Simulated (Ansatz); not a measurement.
**CuCl2: relaxation of cell and atoms with PBEsol+U**

CuCl2:

```
CELL_PARAMETERS angstrom
4.52065 0.00000 0.00000
0.00000 4.52065 0.00000
0.00000 0.00000 4.31771
ATOMIC_POSITIONS crystal
Cu 0.00000 0.00000 0.00000
Cl 0.00000 0.50000 0.00000
Cl 0.50000 0.00000 0.00000
```

Measurements of this composition are mostly on another form, of space group No. 12.

| Property | Result |
| --- | --- |
| Program | Ansatz 0.2.0 |
| Task | relaxation of cell and atoms |
| Functional | PBEsol |
| Potentials or basis | Ansatz PAW |
| Cutoff | 420 eV (not typed: the program's choice for these potentials) |
| k mesh | 6 × 6 × 6 |
| Occupations | fermi-dirac, width 0.05 eV |
| Spin | no spin polarisation |
| Hubbard terms | Cu d U = 5 eV |
| Hubbard projectors | ortho-atomic (the default) |
| Double counting | fll (the default) |

The relaxed volume is 30.04 Å³/atom and the relaxed cell is a = 4.476 Å, b = 4.476 Å, c = 4.498 Å, α = 90.00°, β = 90.00°, γ = 90.00°. The space group after relaxing (to 0.05 Å) is P4/mmm (No. 123), the energy gained by relaxing is 3.0 meV/atom and the ionic steps are 10. The pressure after relaxing is 0.0 GPa and the band gap on the k mesh is none (metal or under the smearing width).

Step by step:
```tsv
step	energy change (eV)	largest force (eV/Å)	volume (Å³)
1	0.0000	0.0000	88.24
2	-0.0066	0.0000	87.43
3	-0.0091	0.0000	86.58
4	-0.0091	0.0000	86.68
5	-0.0091	0.0000	86.76
6	-0.0091	0.0000	87.46
7	-0.0090	0.0000	88.46
8	-0.0089	0.0000	89.85
9	-0.0089	0.0000	90.12
10	-0.0091	0.0000	90.12
```

Final structure:
```
Cu Cl
1.0
     4.47619    0.00000    0.00000
     0.00000    4.47619    0.00000
     0.00000    0.00000    4.49780
Cu Cl
1 2
Direct
  0.00000 0.00000 0.00000
  0.00000 0.50000 0.00000
  0.50000 0.00000 0.00000
```

Levels at points of the mesh, in eV from the Fermi level:
| k point | band 15 | band 16 | band 17 | band 18 | band 19 | band 20 |
| --- | --- | --- | --- | --- | --- | --- |
| (0.00, 0.00, 0.00) | -0.79 | -0.62 | -0.62 | 3.18 | 6.38 | 9.40 |
| (0.00, 0.00, -0.50) | -1.01 | -0.60 | -0.60 | 3.87 | 7.05 | 8.75 |
| (0.00, -0.50, 0.00) | -1.06 | -0.76 | -0.64 | 6.38 | 7.77 | 8.31 |
| (0.00, -0.50, -0.50) | -0.95 | -0.87 | -0.74 | 6.00 | 7.68 | 8.64 |
| (-0.50, -0.50, 0.00) | -0.61 | 0.28 | 1.90 | 6.65 | 8.19 | 8.19 |
| (-0.50, -0.50, -0.50) | -0.83 | 0.29 | 1.91 | 4.62 | 7.80 | 8.97 |

Eigenvalues of the final occupation matrices:
```csv
site,spin,trace,eigenvalues
site 1,1,4.84,0.86 0.99 1.00 1.00 1.00
```

It took 58 s on 2 threads of Intel(R) Xeon(R) Processor @ 2.50GHz (Skylake/Cascade Lake) (shared host), peak memory 0.46 GiB.

Caveat: the plane-wave basis is chosen anew once the cell has moved, so the energies of steps on either side of that aren't comparable; this functional lacks dispersion, which binds the layers, so the pressure and a relaxed spacing across them are unreliable; an odd number of electrons without spin polarisation forces a metal; a magnetic or distorted state may lie lower; the run has no spin polarisation, though such a crystal can be magnetic; U without spin polarisation on a metal has little footing; the PAW data sets come from PBE, with cores solved anew for the run's functional, which leaves a small shift of forces and pressure.
